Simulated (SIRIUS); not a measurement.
Runs of SIRIUS 7.12.0 on NbAs. The structure is tetragonal, space group I4_1md (No. 109). The conventional cell has a = 3.452 Å, b = 3.452 Å, c = 11.680 Å, α = 90.00°, β = 90.00°, γ = 90.00°. Nb (site symmetry 2mm) has 6 As at 2.60 to 2.63 Å as nearest neighbours. Around As (site symmetry 2mm) lie 6 Nb at 2.60 to 2.63 Å. 

| level | gap on the mesh (eV) | largest force (eV/Å) |
| --- | --- | --- |
| BLYP | none | 0.30 |
| WC | none | 0.29 |
| PW91 | none | 0.30 |
| revPBE | none | (a) |
| AM05 | none | 0.30 |

Alike in all rows: task single point; potentials or basis all-electron FP-LAPW, apw+lo standard; no spin polarisation; cell as given; k mesh 7 × 7 × 7; cutoff (eV) 175; smearing fermi-dirac 0.05 eV; the mesh is coarse, so values aren't converged.

Problem. Estimate the missing entries.

Solution. (a) 0.31.

Caveats: all runs use coarse meshes.

A k mesh can miss the band edges, and the runs leave out spin-orbit coupling on As, Nb.

A gap of «none» marks a metal or a gap under the smearing width.
